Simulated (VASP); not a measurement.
A VASP 6.6.1 single-point calculation on InP

INCAR

```
LASPH = .TRUE.
NBANDS = 16
IBRION = -1
PREC = Accurate
MAGMOM = 2 -2
ISMEAR = -1
ISPIN = 2
LCHARG = .FALSE.
GGA = PE
EDIFF = 1E-7
ISIF = 2
SIGMA = 0.02
ENCUT = 520
NELM = 120
NSW = 0
LREAL = Auto
LWAVE = .FALSE.
```

KPOINTS

```
KPOINTS created by Atomic Simulation Environment
0
Gamma
8 8 8
0 0 0
```

POSCAR

```
In P
 1.0000000000000000
     0.0000000000000000    2.9537876347999998    2.9242497584999998
     2.9537876347999998    0.0000000000000000    2.9242497584999998
     2.9537876347999998    2.9537876347999998    0.0000000000000000
 In  P
   1   1
Cartesian
  0.0000000000000000  0.0000000000000000  0.0000000000000000
  1.4768938173999999  1.4768938173999999  1.4621248792500001
```

The recommended PBE PAW datasets give the neutral cell 18 valence electrons.

Command

```
mpirun -np 1 vasp_std
```

OSZICAR

```
N       E                     dE             d eps       ncg     rms          rms(c)
DAV:   1     0.113590095353E+03    0.11359E+03   -0.83744E+03  3792   0.126E+03
DAV:   2    -0.103910369820E+00   -0.11369E+03   -0.10875E+03  4208   0.299E+02
DAV:   3    -0.753146921005E+01   -0.74276E+01   -0.73931E+01  5000   0.751E+01
DAV:   4    -0.772504687560E+01   -0.19358E+00   -0.19352E+00  4760   0.132E+01
DAV:   5    -0.773501690650E+01   -0.99700E-02   -0.99698E-02  5728   0.260E+00    0.120E+01
DAV:   6    -0.835178208264E+01   -0.61677E+00   -0.10824E+00  5536   0.169E+01    0.532E+00
DAV:   7    -0.840063738055E+01   -0.48855E-01   -0.25691E-01  4552   0.561E+00    0.237E+00
DAV:   8    -0.839453518367E+01    0.61022E-02   -0.37007E-02  5560   0.123E+00    0.109E+00
DAV:   9    -0.839387884492E+01    0.65634E-03   -0.51075E-03  4608   0.812E-01    0.491E-01
DAV:  10    -0.839420826238E+01   -0.32942E-03   -0.15715E-03  5000   0.389E-01    0.109E-01
DAV:  11    -0.839442134157E+01   -0.21308E-03   -0.29891E-04  4728   0.175E-01    0.699E-02
DAV:  12    -0.839450515189E+01   -0.83810E-04   -0.66731E-05  4696   0.630E-02    0.367E-02
DAV:  13    -0.839453167784E+01   -0.26526E-04   -0.22581E-05  4816   0.332E-02    0.111E-02
DAV:  14    -0.839453465099E+01   -0.29731E-05   -0.40522E-06  4984   0.176E-02    0.369E-03
DAV:  15    -0.839453515092E+01   -0.49993E-06   -0.47660E-07  4672   0.615E-03    0.171E-03
DAV:  16    -0.839453525133E+01   -0.10042E-06   -0.15348E-07  4664   0.225E-03    0.693E-04
DAV:  17    -0.839453522898E+01    0.22354E-07   -0.32701E-08  3816   0.137E-03
   1 F= -.83945352E+01 E0= -.83945352E+01  d E =-.735809E-09  mag=     0.0000
```

It converged. Results: pressure 2.3 GPa; magnetic moment of the cell 0.00 μB.

For comparison, a separate PBE run of the intended cell, on usual settings and not on those above, gives a gap of 0.61 eV on its mesh and a pressure of 2.3 GPa.

The run above took about 1.8 min on one core of a shared host (Intel Xeon Platinum 8488C) and held 0.23 GiB at most.
